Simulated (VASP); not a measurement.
Input of a VASP 6.6.1 run:

The input INCAR:

```
SYSTEM = Be
PREC = Accurate
ENCUT = 520
EDIFF = 1E-7
ISMEAR = -1
SIGMA = 0.1
LREAL = .FALSE.
LASPH = .TRUE.
NELM = 60
ALGO = Normal
ISIF = 2
LWAVE = .FALSE.
LCHARG = .TRUE.
GGA = RE
LELF = .TRUE.
LVHAR = .TRUE.
NBANDS = 7
```

The input KPOINTS:

```
regular mesh
0
G
  19 19 19
  0 0 0
```

File POSCAR:

```
Be
1.0
    0.0000000000      1.5914193933      1.5914193933
    1.5914193933      0.0000000000      1.5914193933
    1.5914193933      1.5914193933      0.0000000000
Be
1
Direct
    0.0000000000      0.0000000000      0.0000000000
```

Potentials or basis: VASP PAW PBE potentials, release 64 (Be).

Run with:

```sh
$ cat potpaw_PBE.64/Be/POTCAR > POTCAR
$ mpirun -np 1 vasp_std > vasp.out
```

(1) What does it give for the band gap on the k mesh?

(2) Estimate the pressure.

## Answers

(1) none (metal or under the smearing width).

(2) 0.0 GPa.

Caveat: the PAW data sets were made with another functional, which shifts forces and pressure a little.
